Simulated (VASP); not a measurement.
## Ge: single point with LDA

Ge:

```
Ge
1.0
     2.64664    0.00000    0.00000
     0.00000    2.64664    0.00000
     0.00000    0.00000    2.64664
Ge
1
Direct
  0.00000 0.00000 0.00000
```

This isn't the form of Ge at room conditions, which is diamond.

- Program: VASP 6.6.1
- Task: single point
- Functional: LDA
- Potentials or basis: VASP PAW LDA potentials, release 64 (Ge_d)
- Cutoff: 520 eV
- k mesh: 19 × 19 × 19
- Occupations: fermi-dirac, width 0.1 eV
- Spin: no spin polarisation

```json
{
  "Pressure": "-0.1 GPa",
  "Band gap on the k mesh": "none (metal or under the smearing width)"
}
```

Levels at points of the mesh, in eV from the Fermi level:
```
           k point  band 4  band 5  band 6  band 7  band 8  band 9  band 10  band 11
(0.00, 0.00, 0.00)  -24.48  -24.48  -13.29    6.94    6.94    6.94    10.44    10.44
```

Run time: 16 s on 1 thread of Intel(R) Xeon(R) Platinum 8488C (Sapphire Rapids), on a shared host, peak memory 0.15 GiB.
